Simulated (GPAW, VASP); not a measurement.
Given: the input of a run of GPAW 26.7.0 (ASE script) on Si. 

run.py

```python
from ase.dft.bandgap import bandgap
from ase.io import read, write
from ase.units import GPa
from gpaw import GPAW, PW

atoms = read('Si.xyz')

calc = GPAW(mode=PW(600),
            xc='PBE',
            kpts={'size': (8, 8, 8), 'gamma': True},
            occupations={'name': 'methfessel-paxton', 'order': 0, 'width': 0.028999999999999998},
            nbands=11,
            convergence={'density': 1e-05, 'energy': 1e-05},
            maxiter=150,
            txt='gpaw.txt')
atoms.calc = calc
energy = atoms.get_potential_energy()
forces = atoms.get_forces()
stress = atoms.get_stress()
calc.write('gs.gpw')
write('result.traj', atoms)
print(f'Energy: {energy:.6f} eV')
print('Forces (eV/A):')
print(forces.round(4))
print('Stress (GPa):', (stress / GPa).round(3))
print('Fermi level:', round(calc.get_fermi_level(), 4), 'eV')
print(f'Gap: {bandgap(calc)[0]:.4f} eV, direct: {bandgap(calc, direct=True)[0]:.4f} eV')
```

The input Si.xyz:

```xyz
2
Lattice="0.0000000000 2.7218511865 2.7218511865 2.7218511865 0.0000000000 2.7218511865 2.7218511865 2.7218511865 0.0000000000" Properties=species:S:1:pos:R:3 pbc="T T T"
Si     2.7218511865      2.7218511865      2.7218511865
Si     4.0827767798      4.0827767798      4.0827767798
```

Potentials or basis: GPAW PAW data sets (gpaw-data 1.2.1), pw.

Command:

```sh
$ OMP_NUM_THREADS=1 python run.py
```

Q: Translate it to VASP 6.6.1. Potentials or basis there: PBE PAW files Si, 520 eV.

A: As run (cutoffs and basis follow the program's own potentials, and thresholds, step limits or extra output files can differ):

INCAR

```
PREC = Accurate
ENCUT = 520
EDIFF = 1E-7
ISMEAR = 0
SIGMA = 0.028999999999999998
LREAL = F
LASPH = T
NELM = 60
ALGO = Normal
ISIF = 2
LWAVE = F
LCHARG = F
GGA = PE
```

KPOINTS

```
Automatic mesh
0
Gamma
  8 8 8
```

The input POSCAR:

```
Si
1.0
    0.0000000000      2.7218511865      2.7218511865
    2.7218511865      0.0000000000      2.7218511865
    2.7218511865      2.7218511865      0.0000000000
Si
2
Direct
    0.5000000000      0.5000000000      0.5000000000
    0.7500000000      0.7500000000      0.7500000000
```

Potentials or basis: VASP PAW PBE potentials, release 64 (Si).

Command:

```console
$ cat potpaw_PBE.64/Si/POTCAR > POTCAR
$ mpirun -np 1 vasp_std > vasp.out
```

Both were run:

|  | GPAW | VASP |
| --- | --- | --- |
| Pressure | 1.6 GPa | 1.3 GPa |

Pressure is positive in compression.
